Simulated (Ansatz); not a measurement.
# HfO2: the cost of one run

Program: Ansatz 0.2.0. Level of theory: DFT PBE, scalar-relativistic, plane waves, PAW. These are calculated values, not measurements.

5 further runs of the same task are left out: 5 set aside as unsound or not needed.

### 1 The system as given

The cell holds 24 atoms (Hf7NbO16): a = 6.783 Å, b = 7.335 Å, c = 7.335 Å, α = 90.57°, β = 116.24°, γ = 116.24°.

The coordinates of this cell stand in the input of its own run.

The host was relaxed before at PBE: a = 5.161 Å, b = 5.212 Å, c = 5.352 Å, α = 90.00°, β = 99.67°, γ = 90.00° (conventional cell), 11.827 Å³/atom.

Places, in fractions of the supercell: Nb in place of Hf at (0.708, 0.945, 0.488). The start keeps the symmetry of the ideal site.

### 2 Band edges of the host over the zone

File input.yaml:

```yaml
crystal:
  lattice:
    - [5.1609167955, 0.0, -0.0053389046]
    - [0.0, 5.2121152647, 0.0]
    - [-0.893100245, 0.0, 5.2769007573]
  atoms:
    - { symbol: Hf, position: [0.2757342939, 0.4570632233, 0.7083729902] }
    - { symbol: Hf, position: [0.7242657061, 0.9570632233, 0.7916270098] }
    - { symbol: Hf, position: [0.7242657061, 0.5429367767, 0.2916270098] }
    - { symbol: Hf, position: [0.2757342939, 0.0429367767, 0.2083729902] }
    - { symbol: O, position: [0.4491832226, 0.742786629, 0.9766468631] }
    - { symbol: O, position: [0.5508167774, 0.242786629, 0.5233531369] }
    - { symbol: O, position: [0.5508167774, 0.257213371, 0.0233531369] }
    - { symbol: O, position: [0.4491832226, 0.757213371, 0.4766468631] }
    - { symbol: O, position: [0.0671205964, 0.3286479023, 0.3484179355] }
    - { symbol: O, position: [0.9328794036, 0.8286479023, 0.1515820645] }
    - { symbol: O, position: [0.9328794036, 0.6713520977, 0.6515820645] }
    - { symbol: O, position: [0.0671205964, 0.1713520977, 0.8484179355] }
basis:
  ecutwfc: 420
  xc_grid: 2
kpoints:
  mp_grid: { grid: [4, 4, 4] }
  band_path: { path: [VBM, CBM], npoints: 2 }
hamiltonian:
  xc: pbe
scf:
  occupations: { method: gaussian, width: 0.02 }
output:
  forces: true
  stress: true
  eigenvalues: true
```

Command:

```bash
$ ansatz run input.yaml --threads 8 --pin off --max-ram 16384MiB --backend cpu --events-out ev --progress --plain --runs-dir out
```

Q: Estimate wall time and peak memory on 8 threads of Arm Neoverse V1, shared host.

About 29 s, with a peak of 1.1 GiB.
